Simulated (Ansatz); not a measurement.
Set up this calculation in Ansatz 0.2.0, as the native input.

- Task: single point
- Functional: PBE
- Potentials or basis: all-electron LAPW, scalar-relativistic
- Cutoff: 165 eV (chosen from the basis error)
- Basis error allowed: 0.002 eV/atom
- k mesh: 4 × 4 × 4
- Occupations: fermi-dirac, width 0.02 eV
- Spin: no spin polarisation

Lu:

```xyz
1
Lattice="-1.9541 1.9541 1.9541 1.9541 -1.9541 1.9541 1.9541 1.9541 -1.9541" Properties=species:S:1:pos:R:3 pbc="T T T"
Lu    0.0000    0.0000    0.0000
```

This isn't the form of Lu at room conditions, which is hcp.

These files were run (other wordings do the same):

input.yaml

```yaml
crystal:
  lattice:
    - [-1.9541071088, 1.9541071088, 1.9541071088]
    - [1.9541071088, -1.9541071088, 1.9541071088]
    - [1.9541071088, 1.9541071088, -1.9541071088]
  atoms:
    - { symbol: Lu, position: [0.0, 0.0, 0.0] }
kpoints:
  mp_grid: { grid: [4, 4, 4] }
scf:
  occupations: { method: fermi_dirac, width: 0.02 }
hamiltonian:
  xc: pbe
  pseudopotentials: { kind: all_electron, lapw: { basis_error: 0.002 } }
output:
  forces: true
  stress: true
  eigenvalues: true
```

Potentials or basis: all-electron LAPW, scalar-relativistic.

Command:

```sh
$ ansatz run input.yaml --threads 1 --pin off --max-ram 2560MiB --backend cpu --events-out ev --progress --plain --runs-dir out
```

Results of the run:

* Pressure: -0.7 GPa
* Band gap on the k mesh: none (metal or under the smearing width)

Caveat: the k mesh is coarse (spacing up to 0.57 Å⁻¹), so the values aren't converged.

Run time: 2.1 s on 1 thread of Intel(R) Xeon(R) Platinum 8488C (Sapphire Rapids) (shared host), peak memory 0.25 GiB.
